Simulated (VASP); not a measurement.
# PbSe (Clausthalite) (Fm-3m) in VASP: a series of runs, part 3 of 3

VASP 6.6.1. Earlier steps stand in the parts before.

## Step 6: Phonons, PBE

Contents of POSCAR:

```
PbSe
1.0
    0.0000000000      3.0621500000      3.0621500000
    3.0621500000      0.0000000000      3.0621500000
    3.0621500000      3.0621500000      0.0000000000
Pb Se
1 1
Direct
    0.0000000000      0.0000000000      0.0000000000
    0.5000000000      0.5000000000      0.5000000000
```

Contents of INCAR.step1:

```
SYSTEM = PbSe
  ALGO = Normal
  EDIFF = 1E-8
  EDIFFG = -0.002
  ENCUT = 520
  GGA = PE
  IBRION = 2
  ISIF = 3
  ISMEAR = 0
  LASPH = .True.
  LCHARG = .False.
  LREAL = .False.
  LWAVE = .False.
  NELM = 60
  NSW = 40
  PREC = Accurate
  SIGMA = 0.02
```

Contents of INCAR.step2:

```
SYSTEM = PbSe
  ALGO = Normal
  EDIFF = 1E-8
  ENCUT = 520
  GGA = PE
  IBRION = 8
  ISIF = 2
  ISMEAR = 0
  LASPH = .True.
  LCHARG = .False.
  LREAL = .False.
  LWAVE = .False.
  NELM = 60
  NSW = 1
  PREC = Accurate
  SIGMA = 0.02
```

Contents of KPOINTS:

```
k-points
0
Gamma
  8 8 8
  0 0 0
```

Potentials or basis: VASP PAW PBE potentials, release 64 (Pb_d, Se).

Command:

```bash
> cat potpaw_PBE.64/Pb_d/POTCAR potpaw_PBE.64/Se/POTCAR > POTCAR
> cp INCAR.step1 INCAR
> mpirun -np 1 vasp_std > vasp.out
> cp CONTCAR POSCAR
> cp INCAR.step2 INCAR
> mpirun -np 1 vasp_std > vasp.out
```

OUTCAR:

```text
SYSTEM = PbSe
   EDIFF = 1E-8
   ENCUT = 520
   GGA = PE
   IBRION = 8
   ISIF = 2
   ISMEAR = 0
   LASPH = .True.
   LREAL = .False.
   NELM = 60
   NSW = 1
   PREC = Accurate

 ion  position               nearest neighbor table
   1  0.000  0.000  0.000-   2 3.11   2 3.11   2 3.11   2 3.11   2 3.11   2 3.11
   2  0.500  0.500  0.500-   1 3.11   1 3.11   1 3.11   1 3.11   1 3.11   1 3.11

  LATTYP: Found a face centered cubic cell.
 ALAT       =     6.2166806298

  Lattice vectors:

 A1 = (   0.0000000000,   3.1083403149,   3.1083403149)
 A2 = (   3.1083403149,   0.0000000000,   3.1083403149)
 A3 = (   3.1083403149,   3.1083403149,   0.0000000000)

Analysis of symmetry for initial positions (statically):
=====================================================================
 Subroutine PRICEL returns:
 Original cell was already a primitive cell.

[... 639 lines left out ...]

------------------------ aborting loop because EDIFF is reached ----------------------------------------

 INTERNAL STRAIN TENSOR  FOR ION    2  DIRECTION 1   (eV/Angst):
 -----------------------------------------------------------------------------
    -0.00477  0.00000 -0.00000
     0.00000  0.00736  0.00000
    -0.00000  0.00000  0.00736

 INTERNAL STRAIN TENSOR FOR ION    2 for displacements in x,y,z  (eV/Angst):
          X           Y           Z          XY          YZ          ZX
  --------------------------------------------------------------------------------
  x     0.00000     0.00000     0.00000     0.00000     0.00000     0.00000
  y     0.00000     0.00000     0.00000     0.00000     0.00000     0.00000
  z     0.00000     0.00000     0.00000     0.00000     0.00000     0.00000

 SECOND DERIVATIVES (NOT SYMMETRIZED)
 ------------------------------------
               1X          1Y          1Z          2X          2Y          2Z
  1X    -0.164894    0.000000    0.000000    0.164894    0.000000    0.000000
  1Y     0.000000   -0.164894    0.000000    0.000000    0.164894    0.000000
  1Z     0.000000    0.000000   -0.164894    0.000000    0.000000    0.164894
  2X     0.154610    0.000000    0.000000   -0.154610    0.000000    0.000000
  2Y     0.000000    0.154610    0.000000    0.000000   -0.154610    0.000000
  2Z     0.000000    0.000000    0.154610    0.000000    0.000000   -0.154610

 Eigenvectors and eigenvalues of the dynamical matrix
 ----------------------------------------------------

   1 f  =    0.820486 THz     5.155263 2PiTHz   27.368452 cm-1     3.393254 meV
             X         Y         Z           dx          dy          dz
      0.000000  0.000000  0.000000    -0.537651    0.000000    0.000000
      3.108340  3.108340  3.108340     0.843167    0.000000    0.000000
[... 21 lines left out ...]
   6 f/i=    0.011974 THz     0.075237 2PiTHz    0.399421 cm-1     0.049522 meV
             X         Y         Z           dx          dy          dz
      0.000000  0.000000  0.000000    -0.843167    0.000000    0.000000
      3.108340  3.108340  3.108340    -0.537651    0.000000    0.000000

--------------------------------------------------------------------------------------------------------

 ELASTIC MODULI CONTR FROM IONIC RELAXATION (kBar)
 Direction    XX          YY          ZZ          XY          YZ          ZX
 --------------------------------------------------------------------------------
 XX           0.0000      0.0000      0.0000      0.0000      0.0000      0.0000
 YY           0.0000      0.0000      0.0000      0.0000      0.0000      0.0000
 ZZ           0.0000      0.0000      0.0000      0.0000      0.0000      0.0000
 XY           0.0000      0.0000      0.0000      0.0000      0.0000      0.0000
 YZ           0.0000      0.0000      0.0000      0.0000      0.0000      0.0000
 ZX           0.0000      0.0000      0.0000      0.0000      0.0000      0.0000
 --------------------------------------------------------------------------------
```

OUTCAR.step1:

```text
SYSTEM = PbSe
   EDIFF = 1E-8
   EDIFFG = -0.002
   ENCUT = 520
   GGA = PE
   IBRION = 2
   ISIF = 3
   ISMEAR = 0
   LASPH = .True.
   LREAL = .False.
   NELM = 60
   NSW = 40
   PREC = Accurate

[... 700 lines left out ...]
      3     -12.2605      2.00000
      4     -12.2543      2.00000
      5     -12.2543      2.00000
      6      -8.7046      2.00000
      7      -1.8686      2.00000
      8       2.8359      2.00000
      9       2.8359      2.00000
     10       2.8359      2.00000
     11       9.1146      0.00000
     12       9.1146      0.00000
     13       9.1146      0.00000
     14      11.1222      0.00000
[... 420 lines left out ...]
  FREE ENERGIE OF THE ION-ELECTRON SYSTEM (eV)
  ---------------------------------------------------
  free  energy   TOTEN  =        -8.1980197544 eV

  energy  without entropy=       -8.1980197544  energy(sigma->0) =       -8.19801975

 reached required accuracy - stopping structural energy minimisation
```

Run time: 3 min. Hardware: 1 thread of AMD EPYC 9R45 (Zen 5), shared host; peak memory 0.29 GiB.

What came out:

- Relaxed volume: 30.03 Å³/atom
- Relaxed cell: a = 4.396 Å, b = 4.396 Å, c = 4.396 Å, α = 60.00°, β = 60.00°, γ = 60.00°
- Space group after relaxing (to 0.05 Å): Fm-3m (No. 225)
- Highest phonon frequency at Γ, LO-TO splitting left out: 27 cm⁻¹

The path:
```tsv
step	energy change (eV)	largest force (eV/Å)	pressure (GPa)	volume (Å³)
1	0.0000	0.0000	2.33	57.43
2	-0.0165	0.0000	-0.67	60.96
3	-0.0184	0.0000	0.00	60.06
```

Final structure:
```
Pb Se
1.0
     0.00000    3.10834    3.10834
     3.10834    0.00000    3.10834
     3.10834    3.10834    0.00000
Pb Se
1 1
Direct
  0.00000 0.00000 0.00000
  0.50000 0.50000 0.50000
```

Phonon frequencies in cm⁻¹ (negative: imaginary):
```csv
q point,frequencies
"(0.000, 0.000, 0.000)",0 0 0 27 27 27
```

## Step 7: Single point, TB-mBJ

POSCAR is that of step 6.

Contents of INCAR.step1:

```
ALGO = Normal
EDIFF = 1E-5
ENCUT = 520
GGA = PE
ISIF = 2
ISMEAR = 0
LASPH = True
LCHARG = False
LREAL = False
LWAVE = True
NELM = 60
PREC = Accurate
SIGMA = 0.02
```

Contents of INCAR.step2:

```
ALGO = Normal
EDIFF = 1E-6
ENCUT = 520
ISIF = 2
ISMEAR = 0
ISTART = 1
LASPH = True
LCHARG = False
LREAL = False
LWAVE = False
METAGGA = MBJ
NELM = 60
PREC = Accurate
SIGMA = 0.02
```

Contents of KPOINTS:

```
k-points
0
Gamma
  8 8 8
```

Potentials or basis: VASP PAW PBE potentials, release 64 (Pb_d, Se).

Command:

```bash
> cat potpaw_PBE.64/Pb_d/POTCAR potpaw_PBE.64/Se/POTCAR > POTCAR
> cp INCAR.step1 INCAR
> mpirun -np 1 vasp_std > vasp.out
> cp INCAR.step2 INCAR
> mpirun -np 1 vasp_std > vasp.out
```

OUTCAR:

```text
EDIFF = 1E-6
   ENCUT = 520
   ISIF = 2
   ISMEAR = 0
   ISTART = 1
   LASPH = True
   LREAL = False
   METAGGA = MBJ
   NELM = 60
   PREC = Accurate

 ion  position               nearest neighbor table
   1  0.000  0.000  0.000-   2 3.06   2 3.06   2 3.06   2 3.06   2 3.06   2 3.06
   2  0.500  0.500  0.500-   1 3.06   1 3.06   1 3.06   1 3.06   1 3.06   1 3.06

  LATTYP: Found a face centered cubic cell.
 ALAT       =     6.1243000000

  Lattice vectors:

 A1 = (   0.0000000000,   3.0621500000,   3.0621500000)
 A2 = (   3.0621500000,   0.0000000000,   3.0621500000)
 A3 = (   3.0621500000,   3.0621500000,   0.0000000000)

Analysis of symmetry for initial positions (statically):
=====================================================================
 Subroutine PRICEL returns:
 Original cell was already a primitive cell.

 Routine SETGRP: Setting up the symmetry group for a
 face centered cubic supercell.

 Subroutine GETGRP returns: Found 48 space group operations
 (whereof 48 operations were pure point group operations)
 out of a pool of 48 trial point group operations.

The static configuration has the point symmetry O_h .

Analysis of symmetry for dynamics (positions and initial velocities):
=====================================================================
 Subroutine PRICEL returns:
 Original cell was already a primitive cell.

 Routine SETGRP: Setting up the symmetry group for a
 face centered cubic supercell.

 Subroutine GETGRP returns: Found 48 space group operations
 (whereof 48 operations were pure point group operations)
 out of a pool of 48 trial point group operations.

The dynamic configuration has the point symmetry O_h .

 Subroutine INISYM returns: Found 48 space group operations
 (whereof 48 operations are pure point group operations),
 and found     1 'primitive' translations

----------------------------------------------------------------------------------------

                                     Primitive cell

  volume of cell :      57.4261

  direct lattice vectors                    reciprocal lattice vectors
     0.000000000  3.062150000  3.062150000    -0.163283967  0.163283967  0.163283967
     3.062150000  0.000000000  3.062150000     0.163283967 -0.163283967  0.163283967
     3.062150000  3.062150000  0.000000000     0.163283967  0.163283967 -0.163283967

  length of vectors
     4.330534060  4.330534060  4.330534060     0.282816127  0.282816127  0.282816127

  position of ions in fractional coordinates (direct lattice)
     0.000000000  0.000000000  0.000000000
     0.500000000  0.500000000  0.500000000

  ion indices of the primitive-cell ions
   primitive index   ion index
                 1           1
                 2           2

----------------------------------------------------------------------------------------

 KPOINTS: k-points

Automatic generation of k-mesh.
 Grid dimensions read from file:
 generate k-points for:    8    8    8

 Generating k-lattice:

  Cartesian coordinates                     Fractional coordinates (reciprocal lattice)
    -0.020410496  0.020410496  0.020410496     0.125000000  0.000000000  0.000000000
     0.020410496 -0.020410496  0.020410496     0.000000000  0.125000000  0.000000000
     0.020410496  0.020410496 -0.020410496     0.000000000  0.000000000  0.125000000

[... 40 lines left out ...]
   total plane-waves  NPLWV =  32768
   dimension x,y,z NGX =    32 NGY =   32 NGZ =   32
   dimension x,y,z NGXF=    64 NGYF=   64 NGZF=   64
   ions per type =               1   1
   NGX,Y,Z   is equivalent  to a cutoff of  12.28, 12.28, 12.28 a.u.
   NGXF,Y,Z  is equivalent  to a cutoff of  24.57, 24.57, 24.57 a.u.
 SYSTEM =  unknown system
   PREC   = accura    normal or accurate (medium, high low for compatibility)
   ISTART =      1    job   : 0-new  1-cont  2-samecut
   ICHARG =      0    charge: 1-file 2-atom 10-const
   ISPIN  =      1    spin polarized calculation?
   LNONCOLLINEAR =      F non collinear calculations
   LSORBIT =      F    spin-orbit coupling
   LASPH  =      T    aspherical Exc in radial PAW
   ENCUT  =  520.0 eV  38.22 Ry    6.18 a.u.   8.05  8.05  8.05*2*pi/ulx,y,z
   NELM   =     60;   NELMIN=  2; NELMDL=  0     # of ELM steps
   EDIFF  = 0.1E-05   stopping-criterion for ELM
   LREAL  =      F    real-space projection
   EDIFFG = 0.1E-04   stopping-criterion for IOM
   NSW    =      0    number of steps for IOM
   IBRION =     -1    ionic relax: 0-MD 1-quasi-New 2-CG
   NFREE  =      0    steps in history (QN), initial steepest desc. (CG)
   ISIF   =      2    stress and relaxation
   ISYM   =      2    0-nonsym 1-usesym 2-fastsym
   POTIM  = 0.5000    time-step for ionic-motion
   TEBEG  =    0.0;   TEEND  =   0.0 temperature during run
   PSTRESS=    0.0 pullay stress
   NELECT =      20.0000    total number of electrons
   NUPDOWN=      -1.0000    fix difference up-down
   EMIN   =  10.00;   EMAX   =-10.00  energy-range for DOS
   EFERMI =   0.00;   METHOD = LEGACY
   ISMEAR =     0;   SIGMA  =   0.02  broadening in eV -4-tet -1-fermi 0-gaus
   EFERMI_NEDOS =   21; number of points for ismear=-14 and -15
   IALGO  =     38    algorithm
   IMIX   =      4    mixing-type and parameters
     AMIX     =   0.40;   BMIX     =  1.00
     AMIX_MAG =   1.60;   BMIX_MAG =  1.00
  volume/ion in A,a.u.               =      28.71       193.77
  Fermi-wavevector in a.u.,A,eV,Ry     =   1.151812  2.176610 18.050462  1.326672
  Thomas-Fermi vector in A             =   2.288467
   LORBIT       =      0    0 simple, 1 ext, 2 COOP (PROOUT), +10 PAW based schemes
   METAGGA = MBJ    functional components
   LHFCALC =     F    Hartree Fock is set to
   AEXX    =    0.0000 exact exchange contribution
   IVDW    =     0    specifies the selected vdW correction
   LEPSILON=     F    determine dielectric tensor
   LRPA    =     F    only Hartree local field effects (RPA)
 non-spin polarized calculation
 Gauss-broadening in eV      SIGMA  =   0.02
  energy-cutoff  :      520.00
  volume of cell :       57.43
 maximum number of plane-waves:      1572
   NGX = 17   NGY = 17   NGZ = 17

 number of electron      19.9999999 magnetization

 Free energy of the ion-electron system (eV)
  ---------------------------------------------------
  ext. energy  EPLUGINS =         0.00000000
  ---------------------------------------------------
  free energy    TOTEN  =      1272.01057547 eV

  energy without entropy =     1272.01057547  energy(sigma->0) =     1272.01057547

 E-fermi :   5.3139     XC(G=0):  -9.0372

 val. band max:        5.2208256926   @ k =   0.5000   0.0000   0.0000
 cond. band min:       6.0883462002   @ k =   0.5000   0.0000   0.0000
 fundamental gap:      0.8675205076
 Fermi energy:         5.3139244679

 k-point     1 :       0.0000    0.0000    0.0000
  band No.  band energies     occupation
      1     -12.0893      2.00000
      2     -12.0893      2.00000
      3     -12.0727      2.00000
      4     -12.0727      2.00000
      5     -12.0727      2.00000
      6      -8.3165      2.00000
      7      -0.7448      2.00000
      8       3.1825      2.00000
      9       3.1825      2.00000
     10       3.1825      2.00000
     11      10.3110      0.00000
     12      10.3110      0.00000
     13      10.3118      0.00000
     14      11.9703      0.00000
[... 377 lines left out ...]
      1     -12.1379      2.00000
      2     -12.0990      2.00000
      3     -12.0637      2.00000
      4     -12.0553      2.00000
      5     -12.0432      2.00000
      6      -7.1282      2.00000
      7      -3.0053      2.00000
      8       2.0008      2.00000
      9       2.3704      2.00000
     10       4.3053      2.00000
     11       7.0382      0.00000
     12       8.9085      0.00000
     13       9.5536      0.00000
     14      13.2428      0.00000

 [... further k-points ...]

------------------------ aborting loop because EDIFF is reached ----------------------------------------

  FORCE on cell =-STRESS in cart. coord.  units (eV):
  Direction    XX          YY          ZZ          XY          YZ          ZX
  --------------------------------------------------------------------------------------
  -------------------------------------------------------------------------------------
  Total      -38.4489799    -38.4489799    -38.4489799      0.0000000      0.0000000      0.0000000
  in kB    -1072.7191302  -1072.7191302  -1072.7191302      0.0000000      0.0000000      0.0000000
  external PRESSURE =   -1072.7191302 kB  Pullay stress =       0.0000000 kB

 VOLUME and BASIS-vectors are now :
 -----------------------------------------------------------------------------
  energy-cutoff  :      520.00
  volume of cell :       57.43
      direct lattice vectors                 reciprocal lattice vectors
     0.000000000  3.062150000  3.062150000    -0.163283967  0.163283967  0.163283967
     3.062150000  0.000000000  3.062150000     0.163283967 -0.163283967  0.163283967
     3.062150000  3.062150000  0.000000000     0.163283967  0.163283967 -0.163283967

 POSITION                                       TOTAL-FORCE (eV/Angst)
 -----------------------------------------------------------------------------------
      0.00000      0.00000      0.00000         0.000000      0.000000     -0.000000
      3.06215      3.06215      3.06215         0.000000      0.000000      0.000000
 -----------------------------------------------------------------------------------
    total drift:                                0.000000     -0.000000     -0.000000

  FREE ENERGIE OF THE ION-ELECTRON SYSTEM (eV)
  ---------------------------------------------------
  free  energy   TOTEN  =      1272.0105754731 eV

  energy  without entropy=     1272.0105754731  energy(sigma->0) =     1272.01057547
```

OSZICAR.step1:

```text
N       E                     dE             d eps       ncg     rms          rms(c)
DAV:   1     0.159902904352E+03    0.15990E+03   -0.95930E+03   812   0.147E+03
DAV:   2     0.502778293866E+01   -0.15488E+03   -0.15160E+03   818   0.354E+02
DAV:   3    -0.815277882526E+01   -0.13181E+02   -0.13099E+02  1120   0.106E+02
DAV:   4    -0.845915296284E+01   -0.30637E+00   -0.30625E+00   850   0.189E+01
DAV:   5    -0.846886411289E+01   -0.97112E-02   -0.97111E-02  1148   0.353E+00    0.277E+00
DAV:   6    -0.818120158903E+01    0.28766E+00   -0.76276E-01  1176   0.696E+00    0.157E+00
DAV:   7    -0.817653337216E+01    0.46682E-02   -0.12787E-01   932   0.201E+00    0.856E-01
DAV:   8    -0.817995555240E+01   -0.34222E-02   -0.13735E-02   884   0.155E+00    0.153E-01
DAV:   9    -0.817953160220E+01    0.42395E-03   -0.26130E-03  1270   0.601E-01    0.540E-02
DAV:  10    -0.817960860994E+01   -0.77008E-04   -0.21028E-04   848   0.112E-01    0.201E-02
DAV:  11    -0.817961439455E+01   -0.57846E-05   -0.80212E-05   938   0.104E-01
   1 F= -.81796144E+01 E0= -.81796144E+01  d E =-.695428E-17
```

Wall time 42 s (1 thread of Intel Xeon Platinum 8488C (Sapphire Rapids), shared host); peak memory 0.19 GiB.

Results:

```yaml
Band_gap_on_the_k_mesh: 0.87 eV, direct
```

Caveat: the PAW data sets were made with another functional, which shifts forces and pressure a little; spin-orbit coupling is left out, which as a rule narrows the gap of such compounds by several tenths of an eV.

## Step 8: Summary

| task | level | potentials or basis | spin | cell | pressure (GPa) | moment (μB) |
| --- | --- | --- | --- | --- | --- | --- |
| band structure | PBE | VASP PAW PBE potentials, release 64 (Pb_d, Se) | non-collinear, zero start, SOC | as given | - | 0.00 |
| band structure | SCAN | VASP PAW PBE potentials, release 64 (Pb_d, Se) | non-collinear, zero start, SOC | as given | 0.5 | 0.00 |
| band structure | PBEsol | VASP PAW PBE potentials, release 64 (Pb_d, Se) | non-collinear, zero start, SOC | as given | -0.9 | 0.00 |
| phonons | LDA | VASP PAW LDA potentials, release 64 (Pb_d, Se) | off | relaxed | - | - |
| phonons | PBE | VASP PAW PBE potentials, release 64 (Pb_d, Se) | off | relaxed | - | - |
| single point | TB-mBJ | VASP PAW PBE potentials, release 64 (Pb_d, Se) | off | as given | - | - |

Alike in all rows: k mesh 8 × 8 × 8; cutoff (eV) 520; smearing gaussian 0.02 eV.

Caveats: the PAW data sets were made with another functional, which shifts forces and pressure a little (some runs); some modes are imaginary (some runs); spin-orbit coupling is left out, which as a rule narrows the gap of such compounds by several tenths of an eV (some runs).

Total energies depend on the potentials used, so only differences within one code and one set of settings carry meaning.

## Step 9: Against experiment

Step 7. A measured gap of PbSe is 0.28 eV (direct; 300 K; a printed reference work, monograph); the calculated 0.87 eV misses it by +0.59 eV. 2 values of this kind are on record (0.15 to 0.28 eV); this one was drawn at random. Spin-orbit coupling on Pb, Se is left out. The value is that of TB-mBJ on a finite k mesh, which can miss the band edges, without temperature or zero-point motion.
